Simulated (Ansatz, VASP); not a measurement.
This is a calculation of Bi for Ansatz 0.2.0.

Contents of input.yaml:

```yaml
crystal:
  lattice:
    - [3.488598, -3.132578, 0.0]
    - [3.488598, 3.132578, 0.0]
    - [-1.260235, 0.0, 3.11355]
  atoms:
    - { symbol: Bi, position: [0.753061, 0.753061, 0.857382] }
    - { symbol: Bi, position: [0.246939, 0.246939, 0.142618] }
hamiltonian:
  xc: lda
  pseudopotentials: { kind: paw }
kpoints:
  mp_grid: { grid: [6, 6, 9] }
scf:
  occupations: { method: fermi_dirac, width: 0.05 }
output:
  forces: true
  stress: true
  eigenvalues: true
```

Potentials or basis: Ansatz PAW.

Command:

```bash
$ ansatz run input.yaml --threads 2 --pin off --max-ram 5632MiB --backend cpu --events-out ev --progress --plain --runs-dir out
```

Question: Translate it to VASP 6.6.1. Potentials there: VASP PAW LDA potentials, release 64 (Bi_d).

Answer: As run (the cutoff follows the program's own potentials):

INCAR

```
SYSTEM = Bi
  ALGO = Fast
  EDIFF = 1E-7
  ENCUT = 520
  ISIF = 2
  ISMEAR = -1
  LASPH = .True.
  LCHARG = .True.
  LELF = .True.
  LREAL = .False.
  LVHAR = .True.
  LWAVE = .False.
  NBANDS = 22
  NELM = 100
  PREC = Accurate
  SIGMA = 0.05
```

File KPOINTS:

```
k-points
0
Gamma
  6 6 9
  0 0 0
```

Contents of POSCAR:

```
Bi
1.0
    3.4885980000     -3.1325780000      0.0000000000
    3.4885980000      3.1325780000      0.0000000000
   -1.2602350000      0.0000000000      3.1135500000
Bi
2
Direct
    0.7530610000      0.7530610000      0.8573820000
    0.2469390000      0.2469390000      0.1426180000
```

Potentials or basis: VASP PAW LDA potentials, release 64 (Bi_d).

The run is started by

```bash
$ cat potpaw_LDA.64/Bi_d/POTCAR > POTCAR
$ mpirun -np 1 vasp_std > vasp.out
```

Both were run:

|  | VASP | Ansatz | Ansatz less VASP |
| --- | --- | --- | --- |
| gap on the k mesh at the Fermi level (eV) | none | none | - |
| pressure (GPa) | -3.6 | -3.7 | -0.07 |
| largest component of the traceless stress (GPa) | 0.69 | 0.70 | +0.003 |
| rms of the force components (eV/Å) | 0.049 | 0.053 | +0.0038 |

Atom by atom the forces differ by 0.004 eV/Å (rms over components). A gap of «none» marks a metal or a gap that the smearing closes.

Caveats: spin-orbit coupling is left out, which moves the levels of the heavy elements; the PAW data sets come from PBE, with cores solved anew for the run's functional, which leaves a small shift of forces and pressure (Ansatz).
